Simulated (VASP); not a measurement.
A run of VASP 6.6.1 is set up as follows.

The input INCAR:

```
ALGO = Fast
EDIFF = 1E-6
ENCUT = 520
GGA = PE
ISIF = 2
ISMEAR = 0
LASPH = T
LCHARG = F
LREAL = Auto
LWAVE = F
NBANDS = 66
NELM = 60
PREC = Accurate
SIGMA = 0.1
```

The input KPOINTS:

```
k-points
0
Gamma
  3 3 3
```

Contents of POSCAR:

```
Na8F7
1.0
    0.0000000000      4.6863547200      4.6863547200
    4.6863547200      0.0000000000      4.6863547200
    4.6863547200      4.6863547200      0.0000000000
F Na
7 8
Direct
    0.2547748882      0.2534785715      0.2356888383
    0.2547815032      0.2534691825      0.7549054033
    0.2581284543      0.7417303443      0.2494918908
    0.1749156965      0.8249437422      0.7494906403
    0.7434886406      0.2563569281      0.2494974388
    0.7463815074      0.7450749481      0.2632960102
    0.7463876956      0.7450717474      0.7440852663
   -0.0010812242      0.0009233189      0.0271313222
   -0.0010678876      0.0009436972      0.4718514991
    0.0012159771      0.5172776379     -0.0098218131
    0.0096617740      0.4861523799      0.5015146399
    0.5137012975     -0.0098128509     -0.0025259505
    0.4825831878     -0.0013733489      0.5088185045
    0.4965341164      0.5033225483      0.0065537079
    0.4965113908      0.5033237219      0.4924632551
```

Potentials or basis: VASP PAW PBE potentials, release 64 (F, Na_pv).

The run is started by

```bash
$ cat potpaw_PBE.64/F/POTCAR potpaw_PBE.64/Na_pv/POTCAR > POTCAR
$ mpirun -np 1 vasp_std > vasp.out
```

(1) What does it give for the band gap on the k mesh?

(2) Predict the largest force.

Answers

(1) none (metal or under the smearing width).

(2) 0.742 eV/Å.

Caveat: the k mesh is coarse (spacing up to 0.39 Å⁻¹), so the values aren't converged; an odd number of electrons without spin polarisation forces a metal; a magnetic or distorted state may lie lower.
